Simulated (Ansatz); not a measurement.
**TaN: relaxation of cell and atoms with PBE**

TaN:

```
CELL_PARAMETERS angstrom
5.19600 0.00000 0.00000
-2.59800 4.49987 0.00000
0.00000 0.00000 2.91100
ATOMIC_POSITIONS crystal
Ta 0.00000 0.00000 0.00000
Ta 0.66667 0.33333 0.50000
Ta 0.33333 0.66667 0.50000
N 0.00000 0.39285 0.00000
N 0.60715 0.60715 0.00000
N 0.39285 0.00000 0.00000
```

```yaml
Program: Ansatz 0.2.0
Task: relaxation of cell and atoms
Functional: PBE
Potentials_or_basis: Ansatz PAW
Cutoff: "420 eV (not typed: the program's choice for these potentials)"
k_mesh: 6 × 6 × 9
Occupations: fermi-dirac, width 0.05 eV
Spin: no spin polarisation
Target_pressure: 5 GPa
Target_pressure_GPa: 5
```

* Relaxed volume: 11.34 Å³/atom
* Relaxed cell: a = 5.198 Å, b = 5.198 Å, c = 2.908 Å, α = 90.00°, β = 90.00°, γ = 120.00°
* Space group after relaxing (to 0.05 Å): P-62m (No. 189)
* Energy change on relaxing (the enthalpy is what falls): +0.0 meV/atom
* Ionic steps: 5
* Pressure after relaxing: 5.0 GPa
* Largest force after relaxing: 0.004 eV/Å
* Band gap on the k mesh: none (metal or under the smearing width)

Forces in eV/Å, atoms in the order of the input:
```
Ta   0.000  0.000  0.000
Ta   0.000  0.000  0.000
Ta   0.000  0.000  0.000
N   -0.002  0.003  0.000
N   -0.002 -0.003  0.000
N    0.004  0.000  0.000
```

Step by step:
| step | energy change (eV) | largest force (eV/Å) | volume (Å³) |
| --- | --- | --- | --- |
| 1 | 0.0000 | 0.0411 | 68.06 |
| 2 | 0.0004 | 0.0223 | 68.05 |
| 3 | 0.0002 | 0.0126 | 68.05 |
| 4 | 0.0002 | 0.0038 | 68.05 |
| 5 | 0.0002 | 0.0038 | 68.05 |

Final structure:
```
Ta N
1.0
     5.19799    0.00000    0.00000
    -2.59899    4.50159    0.00000
     0.00000    0.00000    2.90801
Ta N
3 3
Direct
  0.00000 0.00000 0.00000
  0.66667 0.33333 0.50000
  0.33333 0.66667 0.50000
  0.00000 0.39315 0.00000
  0.60685 0.60685 0.00000
  0.39315 0.00000 0.00000
```

Levels at points of the mesh, in eV from the Fermi level:
| k point | band 25 | band 26 | band 27 | band 28 | band 29 | band 30 |
| --- | --- | --- | --- | --- | --- | --- |
| (0.00, 0.00, 0.00) | -3.32 | -1.89 | -0.90 | -0.90 | 0.65 | 0.65 |
| (0.00, -0.50, 0.00) | -3.85 | -2.82 | -2.60 | 1.24 | 1.86 | 1.95 |

It took 19 s on 2 threads of Arm Neoverse V1 (shared host), peak memory 0.31 GiB.

Caveat: the plane-wave basis is chosen anew once the cell has moved, so the energies of steps on either side of that aren't comparable; the pressure holds a Pulay correction of +0.4 GPa for the finite cutoff. Spin-orbit coupling is left out, which matters for the levels of Ta.
